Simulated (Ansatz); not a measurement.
## P (Cmce), symmetry broken, then relaxed

Level of theory: DFT PBE, scalar-relativistic, plane waves, PAW (Ansatz 0.2.0). The runs took a 420 eV cutoff, a Γ-centred 10×10×8 mesh and Gaussian smearing (0.03 eV). No spin polarisation. Energies are free energies at this smearing, counted from the undisturbed cell; pressure is positive in compression.

Zero of the scan (relaxed at this level):

```xyz
4
Lattice="1.6552 -5.6427 0.0000 1.6552 5.6427 0.0000 0.0000 0.0000 4.5578" Properties=species:S:1:pos:R:3 pbc="T T T"
P     1.6552    4.5811    4.1645
P     1.6552   -1.0616    2.6721
P     1.6552   -4.5811    0.3932
P     1.6552    1.0616    1.8856
```

The cell holds layers and no dispersion correction was added, so their binding is poorly described.

The atoms are displaced (Å, in the unstrained cell):

| atom | ux | uy | uz |
| --- | --- | --- | --- |
| P1 | -0.095 | -0.161 | -0.018 |
| P2 | 0.284 | 0.483 | 0.053 |
| P3 | -0.095 | -0.161 | -0.018 |
| P4 | -0.095 | -0.161 | -0.018 |

Cell and atoms are then relaxed.

Problem. Does the relaxation return to the undisturbed structure?

Solution. Yes (up to a choice of domain or origin): same space group and volume, and an energy 0.0 meV/atom from it. The disturbance itself cost 946.1 meV/atom. The final space group reads Cmce (tolerance 0.05 Å) and the volume changes by 0.23 %.

Final structure:

```yaml
crystal:
  lattice:
    - [1.65546, -5.64698, 0.00984]
    - [1.65480, 5.64679, -0.00984]
    - [0.00000, -0.00795, 4.56496]
  atoms:
    - { symbol: P, position: [0.09393, 0.90600, 0.91258] }
    - { symbol: P, position: [0.59392, 0.40600, 0.58584] }
    - { symbol: P, position: [0.90607, 0.09401, 0.08742] }
    - { symbol: P, position: [0.40608, 0.59399, 0.41416] }
```

The relaxation, step by step (energy from the first step; small jumps at an unchanged geometry come where the plane waves are selected anew for the new cell):

| step | ΔE (meV/atom) | largest force component (eV/Å) | pressure (GPa) |
| --- | --- | --- | --- |
| 1 | 0.0 | 12.507 | 18.40 |
| 2 | -717.0 | 4.466 | 4.60 |
| 3 | -906.5 | 1.109 | 0.19 |
| 4 | -943.4 | 0.170 | -0.75 |
| 5 | -945.3 | 0.081 | -0.10 |
| 6 | -945.6 | 0.011 | 0.27 |
| 7 | -946.0 | 0.013 | 0.06 |
| 8 | -946.0 | 0.019 | 0.03 |
| 9 | -946.1 | 0.007 | -0.01 |
| 10 | -946.1 | 0.007 | -0.01 |

Cost: 3 runs of about 5.8 core-minutes in all, on Intel Xeon 6975P-C (Granite Rapids) (shared hosts).